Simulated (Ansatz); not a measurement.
MgO in the wurtzite structure (r2SCAN geometry), in Ansatz:

```cif
data_structure
_symmetry_space_group_name_H-M 'P 1'
_symmetry_Int_Tables_number 1
_cell_length_a 3.2882
_cell_length_b 3.2882
_cell_length_c 5.0344
_cell_angle_alpha 90.000
_cell_angle_beta 90.000
_cell_angle_gamma 120.000
_cell_volume 47.14
loop_
_atom_site_label
_atom_site_type_symbol
_atom_site_fract_x
_atom_site_fract_y
_atom_site_fract_z
_atom_site_occupancy
Mg1 Mg 0.33333 0.66667 0.99016 1
Mg2 Mg 0.66667 0.33333 0.49016 1
O1 O 0.33333 0.66667 0.38484 1
O2 O 0.66667 0.33333 0.88484 1
```

G0W0@PBE with 177 empty bands, a screening cutoff of 140 eV and a 6×6×4 mesh (PAW, contour deformation) gives 5.639 eV over the mesh points, from a PBE gap of 3.556 eV; it sums over 193 bands with 183 plane waves in the screening and a wave cutoff of 420 eV. The G0W0 figures hold for the stated bands, cutoff and mesh and aren't extrapolated. Spin-unpolarised throughout. Whether this structure exists isn't addressed.

Task: Estimate the gap with empty bands 76, screening cutoff 80 eV.

Result: 5.405 eV (-0.234 eV), from a Kohn-Sham gap of 3.556 eV.

Task: Estimate the gap with starting point HSE06.

Result: 6.530 eV (+0.891 eV), from a Kohn-Sham gap of 5.159 eV.
